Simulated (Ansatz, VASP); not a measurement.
Two plane-wave programs on SrCl2

```
CELL_PARAMETERS angstrom
0.00000 3.48835 3.48835
3.48835 0.00000 3.48835
3.48835 3.48835 0.00000
ATOMIC_POSITIONS crystal
Sr 0.00000 0.00000 0.00000
Cl 0.25000 0.25000 0.25000
Cl 0.73567 0.76433 0.76433
```

Alike in both runs: task single point; functional PBE; k mesh 8 × 8 × 8; occupations gaussian, width 0.05 eV; no spin polarisation.

|  | VASP | Ansatz |
| --- | --- | --- |
| version | VASP 6.6.1 | Ansatz 0.2.0 |
| potentials or method | VASP PAW PBE potentials, release 64 (Sr_sv, Cl) | scalar-relativistic, plane waves, PAW |
| plane-wave cutoff (eV) | 520 | 420 |
| valence electrons in the cell | 24 | 24 |

VASP gave:

```
gap on the k mesh at the Fermi level (eV)       : 5.32
pressure (GPa)                                  : 1.2
largest component of the traceless stress (GPa) : 0.48
rms of the force components (eV/Å)              : 0.115
```

Q: What did Ansatz give for the same quantities?

A: gap on the k mesh at the Fermi level (eV): 5.33; pressure (GPa): 1.1; largest component of the traceless stress (GPa): 0.46; rms of the force components (eV/Å): 0.113.

Atom by atom the forces differ by 0.002 eV/Å (rms over components).

A k mesh can miss the band edges. As with any semilocal functional, this PBE gap is likely too small.
